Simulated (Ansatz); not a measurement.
Crystal: CuO.

```
Cu O
1.0
     3.17550    0.00000    0.00000
     0.00000    3.17550    0.00000
     0.00000    0.00000    4.64953
Cu O
2 2
Cartesian
  0.0000 0.0000 0.0000
  1.5877 1.5877 0.0000
  1.5877 0.0000 1.2414
  0.0000 1.5877 3.4081
```

The cell was built by a generator and needn't be a form met in nature.

Base run:

- Program: Ansatz 0.2.0
- Functional: PBE
- Potentials or basis: Ansatz PAW
- Cutoff: 420 eV (not typed: the program's choice for these potentials)
- k mesh: 8 × 8 × 6
- Occupations: fermi-dirac, width 0.05 eV
- Spin: no spin polarisation
- Hubbard terms: Cu d U = 5.3 eV

Its results: band gap on the k mesh none (metal or under the smearing width); pressure 19.0 GPa; largest force 0.293 eV/Å.

Problem. After a change of settings the same cell gave: band gap on the k mesh none (metal or under the smearing width); pressure 12.6 GPa; largest force 0.811 eV/Å. Which change was it?
A. hubbard terms from Cu d U = 5.3 eV to none; hubbard projectors from ortho-atomic (the default) to none
B. k mesh from 8 × 8 × 6 to 11 × 11 × 8; hubbard terms from Cu d U = 5.3 eV to none; hubbard projectors from ortho-atomic (the default) to none
C. functional from PBE to r2SCAN; cutoff from 420 eV (not typed: the program's choice for these potentials) to 500 eV (not typed: the program's choice for these potentials)
D. cutoff from 420 eV (not typed: the program's choice for these potentials) to 300 eV; hubbard terms from Cu d U = 5.3 eV to none; hubbard projectors from ortho-atomic (the default) to none

Solution. C.

Caveats: the run has no spin polarisation, though such a crystal can be magnetic; U without spin polarisation on a metal has little footing; the PAW data sets come from PBE, with cores solved anew for the run's functional, which leaves a small shift of forces and pressure (some runs).
